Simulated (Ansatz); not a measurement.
# LiH: the cell at several levels of theory

The task here is to estimate one member of a computed series from the others.

The runs shown are made with Ansatz 0.2.0. PAW datasets, plane waves, zero pressure. The calculation is spin-unpolarised, and the structure need not be a phase that has been made.

**The structure to begin with**

This is the cell as the run starts from it, not yet at rest; its lengths are not the crystal's.

The symmetry is Pm-3m (No. 221, cubic); a = 1.931 Å in the conventional setting, 3.60 Å³ an atom. Li has 8 H at 1.67 Å; H has 8 Li at 1.67 Å.

Structure file:

```
Li H
1.0
     1.93138    0.00000    0.00000
     0.00000    1.93138    0.00000
     0.00000    0.00000    1.93138
Li H
1 1
Direct
  0.00000 0.00000 0.00000
  0.50000 0.50000 0.50000
```

The first run:

File input.yaml:

```yaml
crystal:
  lattice:
    - [1.9313821427, 0.0, 0.0]
    - [0.0, 1.9313821427, 0.0]
    - [0.0, 0.0, 1.9313821427]
  atoms:
    - { symbol: Li, position: [0.0, 0.0, 0.0] }
    - { symbol: H, position: [0.5, 0.5, 0.5] }
kpoints:
  mp_grid: { grid: [12, 12, 12] }
hamiltonian:
  xc: pbe
scf:
  occupations: { method: fermi_dirac, width: 0.02 }
relax:
  f_tol: 0.005
  cell: {}
```

Steps of the session up to this table: PBE: cell and atoms; r2SCAN: cell and atoms; Relaxing with PBEsol; Relaxing with LDA; Relaxation with HSE06.

One of the session's tables, all rows but one given; the rest of the session is left out.

```
 level  a (Å)  volume (Å³/atom)
   PBE  2.506             7.869
r2SCAN      ?                 ?
PBEsol  2.491             7.732
   LDA  2.447             7.329
 HSE06  2.497             7.787
```

Estimate the missing values for r2SCAN.

**Answer.** a (Å): 2.502; volume (Å³/atom): 7.828. In the column «a (Å)» it lies between HSE06 (2.497) and PBE (2.506).

LDA gives the smallest cell and PBE the largest; they differ by 7.4 % in volume, a mean of 2.4 % in length. The meshes differ: PBE 12×12×12, r2SCAN 10×10×10, PBEsol 10×10×10, LDA 10×10×10, HSE06 6×6×6.
